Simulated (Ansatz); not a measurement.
**InSe (R3m): a single-point run**

Aim: a sound single-point run of InSe (R3m). The structure is shown as the input types it.

A COD entry behind a cell of this session may itself be a prediction, so a difference from it is no test against experiment.

Computed with Ansatz 0.2.0 (Kohn-Sham DFT, with the functional, basis and potentials that each input names (as first typed), unless a step's input says otherwise).

1 further run of the same task is left out (it didn't finish). Runs told in other sessions of the task aren't counted.

## 1. The structure to begin with

It takes space group R3m (No. 160, trigonal). The conventional cell has a = 4.044 Å, b = 4.044 Å, c = 26.105 Å, α = 90.00°, β = 90.00°, γ = 120.00°. In (site symmetry 3m) is surrounded by 3 Se at 2.65 Å and 1 In at 2.80 Å. Se (site symmetry 3m) is surrounded by 3 In at 2.65 Å.

Coordinates:

```
In Se
1.0
     2.02184    1.16731    8.70165
    -2.02184    1.16731    8.70165
     0.00000   -2.33462    8.70165
In Se
2 2
Direct
  0.00249 0.00249 0.00249
  0.10969 0.10969 0.10969
  0.62094 0.62094 0.62094
  0.82458 0.82458 0.82458
```

## 2. The run

input.yaml

```yaml
crystal:
  lattice:
    - [2.021839426272, 1.167309537016, 8.7016546862]
    - [-2.021839426272, 1.167309537016, 8.7016546862]
    - [0.0, -2.334619074033, 8.7016546862]
  atoms:
    - { symbol: In, position: [0.0024918767, 0.0024918767, 0.0024918767] }
    - { symbol: In, position: [0.1096888656, 0.1096888656, 0.1096888656] }
    - { symbol: Se, position: [0.6209374285, 0.6209374285, 0.6209374285] }
    - { symbol: Se, position: [0.8245818291, 0.8245818291, 0.8245818291] }
basis:
  ecutwfc: 500
  ecutrho_ratio: 4
kpoints:
  mp_grid: { grid: [10, 10, 10] }
hamiltonian:
  xc: r2scan
  hubbard: { sites: [{ species: Se, l: p, u_eff: 40.0 }] }
scf:
  occupations: { method: gaussian, width: 0.05 }
  max_iter: 100
output:
  forces: true
  stress: true
```

Started as:

```bash
$ ansatz run input.yaml --threads 4 --pin off --max-ram 7168MiB --backend cpu --events-out ev --progress --plain --runs-dir out
```

Standard output (excerpt; [...] marks lines left out):

```text
Warning: RAYON_NUM_THREADS=4 ignored (pool sized by the plan → 4); use --threads N
[...]
In: projections on atomic orbitals take those of the free atom [Kr] 4d10 5s2 5p1, of charge +0.00 (hamiltonian.pseudopotentials.projection_atoms); the dataset's partial waves leave at most 3.8e-6 of an orbital's norm unspanned inside its sphere
Se: projections on atomic orbitals take those of the free atom [Ar] 3d10 4s2 4p4, of charge +0.00 (hamiltonian.pseudopotentials.projection_atoms); the dataset's partial waves leave at most 2.3e-6 of an orbital's norm unspanned inside its sphere
[...]
Pseudopotentials: kind: paw
Pseudopotential: In, paw, valence charge 13, recommended cutoff 500 eV (meta_gga), In.paw.azcp
Pseudopotential: Se, paw, valence charge 16, recommended cutoff 500 eV (meta_gga), Se.paw.azcp
Functional definition: r2SCAN
[...]
Crystal: 4 atoms, lattice volume = 123.221 Å³
Basis set: ecut = 500 eV, 3199 PW (Γ), FFT grids on a1−a3, a2−a3, a3, exchange–correlation on 120×120×288 points (64 copies of the dense FFT grid, shifted against one another)
Bands: 33, of which v1, the nominal top of the filled ones, is band 29 counted from 1 (28 counted from 0)
Symmetry: 6 space group operations
Space group: R3m (ITA 160), of the structure as read, at distance tolerance 5.0e-5 Å
k-points: 116 of 1000 (time reversal used)
[...]
SCF iter   1: F=—  HF=-22142.148375 eV  |F-HF|=—  |Δ(HF+E_count)|=         —  Δρ=5.70e-2  dr2=7.50e0  dr2_τ=1.25e-1  ethr=3.10e-3  ⟨swp⟩=6.2  Hψ=16217  notcnv=0
[...]
SCF iter  10: F=-22153.738814 eV  HF=-22153.738814 eV  |F-HF|=4.65e-9  |Δ(HF+E_count)|=   1.56e-7  Δρ=1.73e-6  dr2=5.89e-9  dr2_τ=1.12e-10  ethr=1.72e-10  ⟨swp⟩=5.1  Hψ=14116  notcnv=0
[...]
SCF converged after 10 iterations
Free energy (F): -22153.738814 eV
[...]
E sigma→0 (E₀):  -22153.738814 eV
Fermi energy:    0.720410 eV
[...]
--- Forces (eV/Å), atoms counted from 1 ---
  atom   1  In     0.00000000     0.00000000    -4.39557685
  atom   2  In     0.00000000    -0.00000000     4.39884291
  atom   3  Se     0.00000000    -0.00000000     4.51575242
  atom   4  Se     0.00000000     0.00000000    -4.51902422
[...]
--- Stress (GPa, compression-positive) ---
       12.731140      -0.000000       0.000000
        0.000000      12.731140       0.000000
       -0.000000       0.000000     -15.309998
  P = ⅓ Tr σ = 3.3841 GPa (33.841 kbar)
Occupation matrices written to <dir>
```

Wall time 29 s (4 threads of Arm Neoverse V2, shared host); peak memory 1.2 GiB.

## 3. Can this be trusted?

The run converged and reported no error. It gives a largest force of 4.5 eV/Å, which is large; a structure far from rest gives such values too, whatever the setting.

Look at the input: hamiltonian.hubbard.sites is [{species: Se, l: p, u_eff: 40.0}]. A U of this value distorts the shell's occupations and the levels near the Fermi energy.

The test: delete hamiltonian.hubbard.sites.

## 4. A check with that setting changed

Level of this run: DFT r2SCAN, scalar-relativistic, plane waves, PAW.

Other changes include scf.max_iter, kpoints.band_path, scf.n_extra_bands, output requests.

input.yaml

```yaml
crystal:
  lattice:
    - [2.0218394263, 1.167309537, 8.7016546862]
    - [-2.0218394263, 1.167309537, 8.7016546862]
    - [0.0, -2.334619074, 8.7016546862]
  atoms:
    - { symbol: In, position: [0.0024918767, 0.0024918767, 0.0024918767] }
    - { symbol: In, position: [0.1096888656, 0.1096888656, 0.1096888656] }
    - { symbol: Se, position: [0.6209374285, 0.6209374285, 0.6209374285] }
    - { symbol: Se, position: [0.8245818291, 0.8245818291, 0.8245818291] }
basis:
  ecutwfc: 500
  ecutrho_ratio: 4
kpoints:
  mp_grid: { grid: [10, 10, 10] }
  band_path:
    path:
      - [[0.0, 0.0, 0.0], [-0.5, -0.5, -0.5], [-0.5, -0.17866379, -0.82133621]]
      - [[-0.17866379, 0.17866379, -0.5], [0.0, 0.0, -0.5], [0.0, 0.0, 0.0], [0.0, 0.33933189, -0.33933189]]
      - [[-0.33933189, 0.0, -0.66066811], [-0.5, 0.0, -0.5], [0.0, 0.0, 0.0]]
    npoints: 14
hamiltonian:
  xc: r2scan
scf:
  occupations: { method: gaussian, width: 0.05 }
  n_extra_bands: 17
output:
  forces: true
  stress: true
  eigenvalues: true
  populations: true
  dos: { projected: true, de: 0.02, nscf_kmesh: { grid: [15, 15, 15] } }
  bader: true
  write_density: true
  write_potential: true
  elf: true
  volumetric_format: npy
```

Started as:

```bash
$ ansatz run input.yaml --threads 4 --pin off --max-ram 7168MiB --backend cpu --events-out ev --progress --plain --runs-dir out
```

Excerpt of the output:

```text
[...]
Basis set: ecut = 500 eV, 3199 PW (Γ), FFT grids on a1−a2, a2, −a2+a3, exchange–correlation on 120×288×120 points (64 copies of the dense FFT grid, shifted against one another)
[...]
k-points: 116 of 1000 (time reversal used)
[...]
SCF iter   1: F=—  HF=-22182.605867 eV  |F-HF|=—  |Δ(HF+E_count)|=         —  Δρ=5.95e-3  dr2=3.77e-2  dr2_τ=1.49e-2  ethr=1.77e-3  ⟨swp⟩=6.0  Hψ=23390  notcnv=0  defer=745
preconditioner: auto → Resta (q_TF=auto, 2.406 Å⁻¹)  ε∞=2.2  [insulator: Δε(μ)=0.919 eV  Ē_g=18.781 eV  σ=0.050 eV  W_gap=1.00  n_scr=30 (ndim 8)  ℏωp=20.6 eV  f_vac=0.129  D(μ)=0.00/eV (n_scr^D=0)  ε∞_Penn≈2.2]
SCF iter   2: F=—  HF=-22182.615980 eV  |F-HF|=—  |Δ(HF+E_count)|=   1.01e-2  Δρ=2.20e-3  dr2=4.15e-3  dr2_τ=2.93e-4  ethr=6.49e-5  ⟨swp⟩=2.0  Hψ=9172  notcnv=0  defer=1308
[...]
SCF iter   6: F=—  HF=-22182.616517 eV  |F-HF|=—  |Δ(HF+E_count)|=   3.50e-6  Δρ=1.48e-5  dr2=3.32e-7  dr2_τ=1.17e-8  ethr=6.93e-9  ⟨swp⟩=2.4  Hψ=7196  notcnv=0  defer=1308
SCF iter   7: F=-22182.616518 eV  HF=-22182.616518 eV  |F-HF|=1.45e-8  |Δ(HF+E_count)|=   2.06e-7  Δρ=3.92e-6  dr2=2.85e-8  dr2_τ=2.07e-9  ethr=1.72e-10  ⟨swp⟩=16.8  Hψ=48114  notcnv=0
[...]
SCF converged after 7 iterations
Free energy (F): -22182.616518 eV
[...]
E sigma→0 (E₀):  -22182.616518 eV
Fermi energy:    6.753042 eV
[...]
  P = ⅓ Tr σ = -0.0070 GPa (-0.070 kbar)
[...]
```

It took 2.2 min on 4 threads of Arm Neoverse V2, shared host; peak memory 1.8 GiB.

The maps below are laid out on this run's own conventional cell (a, b, c = 4.044, 4.044, 26.105 Å).

Density in a lattice plane of the grid's cell (edges 4.04 and 26.10 Å, at 0.000 of the third edge), which holds In and Se.

Values in e/Å³, 12 rows by 6 columns:
```
 0.02  0.02  0.06  0.09  0.06  0.03
27.39  1.75  0.19  0.05  0.19  1.75
 0.04  0.05  0.09  0.14  0.09  0.05
 0.32  0.23  0.17  0.22  0.17  0.23
 0.59  0.29  0.06  0.02  0.06  0.29
 0.02  0.04  0.18  0.34  0.18  0.04
 0.02  0.03  0.09  0.14  0.09  0.03
 0.02  0.05  0.17  0.31  0.17  0.05
 0.01  0.02  0.06  0.10  0.06  0.02
 0.08  0.09  0.18  0.27  0.18  0.09
 2.31  0.62  0.09  0.04  0.09  0.62
12.89  2.50  0.18  0.11  0.18  2.50
```
Columns run along the first of these edges and rows up along the second, over one cell in 6 and 12 even steps from the bottom left corner. Atoms in the plane (fractional): In at (0.00, 0.00), In at (0.00, 0.11), Se at (0.00, 0.62), Se at (0.00, 0.82).

ELF in the same plane.

Ten even steps from ' ' (0.00) to '@' (0.83):
```
..::##%%##::
      ::    
@@@@**  **@@
##@@++..++@@
....::--::..
  ..--==--..
%%%%==..==%%
%%@@**  **@@
::    ..    
  ..##@@##..
  ..--::--..
    --==--  
    ::::::  
  ..**%%**..
    ==**==  
    ::==::  
::::##%%##::
  ::::::::::
++**--  --**
  ::::==::::
```
Columns run along the first of these edges and rows up along the second, over one cell in 6 and 20 even steps from the bottom left corner. Atoms in the plane (fractional): In at (0.00, 0.00), In at (0.00, 0.11), Se at (0.00, 0.62), Se at (0.00, 0.82).

Both are smooth fields of the valence electrons: close to the nuclei they are not physical.

Outside the cores ELF peaks at 0.88 beside Se, off the lines to its neighbours, 1.0 Å from Se; 0.81 on the Se–In line, 0.9 Å from Se; 0.63 between the atoms, 1.5 Å from In.

```csv
run,ending,energy change,pressure (GPa),gap (eV),force (eV/Å),cycles,time
first try,converged,+7.22 eV/atom (Hubbard term changed: no physical gain or loss),3.4,4.23,4.52,10,29 s
second try,converged,0,0.0,0.93,0.00,7,2.2 min
```

## 5. Results

```
                           quantity                     value
                          first try  converged, 10 SCF cycles
                 fault in the input              unphysical U
                         second try   converged, 7 SCF cycles
energy (zero set by the potentials)            -22182.6165 eV
                           pressure                 -0.01 GPa
                    gap on the mesh                   0.93 eV
                      largest force                0.000 eV/Å
```

**Reading.** Both runs converge, but their results differ; in the second, the pressure goes from 3.4 to 0.0 GPa, the gap on the mesh goes from 4.23 to 0.93 eV, the largest force goes from 4.52 to 0.00 eV/Å. Only the second answers the question as it was meant.

Spin-orbit coupling is left out, though the cell holds In; it can move the gap.
